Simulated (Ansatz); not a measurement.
Crystal: Tc.

```
Tc
1.0
     2.74000    0.00000    0.00000
    -1.37000    2.37291    0.00000
     0.00000    0.00000    4.39800
Tc
2
Direct
  0.66667 0.33333 0.75000
  0.33333 0.66667 0.25000
```

- Program: Ansatz 0.2.0
- Task: single point
- Functional: PBEsol
- Potentials or basis: Ansatz PAW earlier set
- Cutoff: 500 eV (not typed: the program's choice for these potentials)
- k mesh: 11 × 11 × 6
- Occupations: fermi-dirac, width 0.05 eV
- Spin: no spin polarisation

On this cell: pressure -6.6 GPa; largest force under 0.003 eV/Å; band gap on the k mesh none (metal or under the smearing width).

The same run follows on a disturbed copy (atoms moved at random, drawn with an rms of 0.05 Å):

```
CELL_PARAMETERS angstrom
2.74000 0.00000 0.00000
-1.37000 2.37291 0.00000
0.00000 0.00000 4.39800
ATOMIC_POSITIONS crystal
Tc 0.64995 0.33009 0.74506
Tc 0.34119 0.66573 0.26152
```

Question: What does the disturbed cell give?

Answer: The energy (extrapolated to zero smearing) moves by +4.1 meV/atom; pressure -5.8 GPa; largest force 0.224 eV/Å; band gap on the k mesh none (metal or under the smearing width).

Forces in eV/Å, atoms in the order of the input:
```
Tc   0.188  0.011  0.122
Tc  -0.188 -0.011 -0.122
```

Stress tensor (GPa, compression positive):
```
-6.00 -1.09  1.05
-1.09 -5.50  0.09
 1.05  0.09 -5.88
```

Caveats: the PAW data sets come from PBE, with cores solved anew for the run's functional, which leaves a small shift of forces and pressure.
